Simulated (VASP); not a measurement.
Crystal: PtSe.

```
Pt Se
1.0
     0.00000    2.50247    2.50247
     2.50247    0.00000    2.50247
     2.50247    2.50247    0.00000
Pt Se
1 1
Direct
  0.00000 0.00000 0.00000
  0.50000 0.50000 0.50000
```

The cell comes from a database or a generator and needn't be the stable form of this composition.

The cell isn't the ideal one: cell and atoms relaxed from a first guess.

```yaml
Program: VASP 6.6.1
Task: relaxation of cell and atoms
Functional: PBE
Potentials_or_basis: VASP PAW PBE potentials, release 64 (Pt, Se)
Cutoff: 600 eV
k_mesh: 11 × 11 × 11
Occupations: fermi-dirac, width 0.03 eV
Spin: no spin polarisation
```

At the start: pressure 33.2 GPa; volume 15.67 Å³/atom.

**Question.** Where does the relaxation end?

**Answer.** Over 5 steps the energy falls by 246.3 meV/atom and the volume is 18.48 Å³/atom (+17.9 %); space group Fm-3m (No. 225, to 0.05 Å).

The path:
```
step  energy change (eV)  largest force (eV/Å)  pressure (GPa)  volume (Å³)
   1              0.0000                0.0000           33.24        31.34
   2              0.3547                0.0000          -17.66        48.53
   3             -0.4901                0.0000           -1.64        37.43
   4             -0.4925                0.0000           -0.43        37.07
   5             -0.4926                0.0000            0.01        36.95
```

Final structure:
```
Pt Se
1.0
     0.00000    2.64360    2.64360
     2.64360    0.00000    2.64360
     2.64360    2.64360    0.00000
Pt Se
1 1
Direct
  0.00000 0.00000 0.00000
  0.50000 0.50000 0.50000
```

Caveat: the volume moved by over 15 % at a fixed basis, so the end points are rough.
